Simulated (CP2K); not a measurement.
## CuO (Tenorite) under changes of volume

One of the cells (10.163 Å³/atom); the others are scaled copies at fixed shape and fractional positions:

```
Cu O
1.0
     2.90398    0.00000    0.00000
     0.88211    2.76677    0.00000
    -0.69480   -0.50774    5.05944
Cu O
2 2
Direct
  0.49680 0.00320 0.50000
  0.00320 0.49680 0.00000
  0.40560 0.57140 0.75370
  0.57140 0.40560 0.25370
```

```yaml
Program: CP2K 2026.2
Functional: PBEsol
Potentials_or_basis: POTENTIAL_UZH Cu GTH-PBE-q11, O GTH-PBE-q6; TZVP-MOLOPT-PBE-GTH basis
Density_cutoff: 8163 eV
k_mesh: 10 × 10 × 5
Occupations: fermi-dirac, width 0.05 eV
Spin: no spin polarisation
```

```tsv
volume (Å³/atom)	energy over the lowest point (meV/atom)	pressure (GPa)
9.553	?	?
9.756	13.24	9.6
9.959	3.94	5.2
10.163	0.00	1.2
10.366	1.01	-2.4
10.569	6.17	-5.6
10.772	15.14	-8.4
```

Question: What does the run at 9.553 Å³/atom give?

Answer: Energy over the lowest point 28.52 meV/atom; pressure 14.6 GPa.

Worked out: A Birch-Murnaghan fit of order 3 (a polynomial in V^(-2/3)) to the other rows has its minimum at 10.22 Å³/atom with B0 = V·E''(V) = 184 GPa and B' = 5.2 at fixed shape and positions, which overstates the stiffness. It gives 28.72 meV/atom at 9.553 Å³/atom, against the run's 28.52, and -dE/dV = 14.8 GPa, against 14.6.

Energies are extrapolated to zero smearing.

Caveats: the potentials were made for another functional, which shifts forces and pressure; the basis of atomic orbitals isn't converged, which shifts pressures, moduli and gaps; the run has no spin polarisation, though such a crystal can be magnetic.
